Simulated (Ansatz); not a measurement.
# HfO2: electrostatic potential with PBE+D3(BJ)

Crystal: HfO2.

```
Hf O
1.0
     0.08613    2.61906    2.61639
     2.57235    0.11242    2.59010
     2.60518    2.62560    0.07959
Hf O
1 2
Direct
  0.00000 0.00000 0.00000
  0.75000 0.75000 0.75000
  0.25000 0.25000 0.25000
```

The cell isn't the ideal one: cell strained at random at fixed volume.

```json
{
 "Program": "Ansatz 0.2.0",
 "Task": "electrostatic potential",
 "Functional": "PBE",
 "Dispersion": "D3(BJ)",
 "Potentials or basis": "PseudoDojo stringent (PBE files)",
 "Cutoff": "1796 eV",
 "Density cutoff": "7184 eV",
 "k mesh": "7 × 7 × 7",
 "Occupations": "fermi-dirac, width 0.025 eV",
 "Spin": "spin-orbit coupling, no magnetisation"
}
```

```
Pressure               : -5.8 GPa
Largest force          : 0.330 eV/Å
Band gap on the k mesh : 3.86 eV, indirect (least direct gap 4.03 eV)
```

Forces on the atoms (eV/Å):
```
Hf   0.000  0.000  0.000
O    0.216  0.045  0.245
O   -0.216 -0.045 -0.245
```

Stress tensor (GPa, compression positive):
```
-3.59 -3.48 -0.89
-3.48 -7.07 -3.01
-0.89 -3.01 -6.68
```

Levels at points of the mesh, in eV from the valence-band top:
| k point | band 35 | band 36 | band 37 | band 38 | band 39 | band 40 | band 41 | band 42 |
| --- | --- | --- | --- | --- | --- | --- | --- | --- |
| (0.00, 0.00, 0.00) | -0.55 | -0.55 | -0.46 | -0.46 | 3.86 | 3.86 | 3.93 | 3.93 |

It took 4.3 min on 2 threads of Arm Neoverse V2 (shared host), peak memory 2.5 GiB.

Caveat: odd divisions of the mesh miss points on the zone boundary, where band edges often lie, so the gap on the mesh can be too wide. A k mesh can miss the band edges.
